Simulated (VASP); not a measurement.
Here is a VASP 6.6.1 calculation.

Contents of POSCAR:

```
Ag
1.0
    0.0000000000      2.0427500000      2.0427500000
    2.0427500000      0.0000000000      2.0427500000
    2.0427500000      2.0427500000      0.0000000000
Ag
1
Direct
    0.0000000000      0.0000000000      0.0000000000
```

INCAR.step1

```
PREC = Accurate
ENCUT = 600
EDIFF = 1E-8
ISMEAR = 1
SIGMA = 0.1
LREAL = F
LASPH = T
NELM = 80
ALGO = Normal
ISIF = 3
LWAVE = F
LCHARG = F
METAGGA = R2SCAN
LMIXTAU = T
IBRION = 2
NSW = 40
EDIFFG = -0.002
```

File INCAR.step2:

```
PREC = Accurate
ENCUT = 600
EDIFF = 1E-8
ISMEAR = 1
SIGMA = 0.1
LREAL = F
LASPH = T
NELM = 80
ALGO = Normal
ISIF = 3
LWAVE = F
LCHARG = F
METAGGA = R2SCAN
LMIXTAU = T
IBRION = 6
NFREE = 2
POTIM = 0.015
NSW = 1
```

KPOINTS

```
regular mesh
0
Gamma
  8 8 8
```

Potentials or basis: VASP PAW PBE potentials, release 64 (Ag).

Launch:

```sh
$ cat potpaw_PBE.64/Ag/POTCAR > POTCAR
$ cp INCAR.step1 INCAR
$ mpirun -np 1 vasp_std > vasp.out
$ cp CONTCAR POSCAR
$ cp INCAR.step2 INCAR
$ mpirun -np 1 vasp_std > vasp.out
```

**Question.** What does it give for the elastic constants C11, C12, C44?

**Answer.** 83, 102, -10 GPa.

**Question.** Predict the Voigt bulk modulus.

**Answer.** 95 GPa.

**Question.** Estimate the space group after relaxing (to 0.05 Å).

**Answer.** Fm-3m (No. 225).

**Question.** Estimate the relaxed cell.

**Answer.** a = 2.909 Å, b = 2.909 Å, c = 2.909 Å, α = 60.00°, β = 60.00°, γ = 60.00°.

Clamped-ion elastic tensor (GPa):
```
 83 102 102   0   0   0
102  83 102   0   0   0
102 102  83   0   0   0
  0   0   0 -10   0   0
  0   0   0   0 -10   0
  0   0   0   0   0 -10
```

Caveat: the elastic tensor has a negative eigenvalue, so either the cell is unstable as it stands or the mesh is too thin; the PAW data sets were made with another functional, which shifts forces and pressure a little.
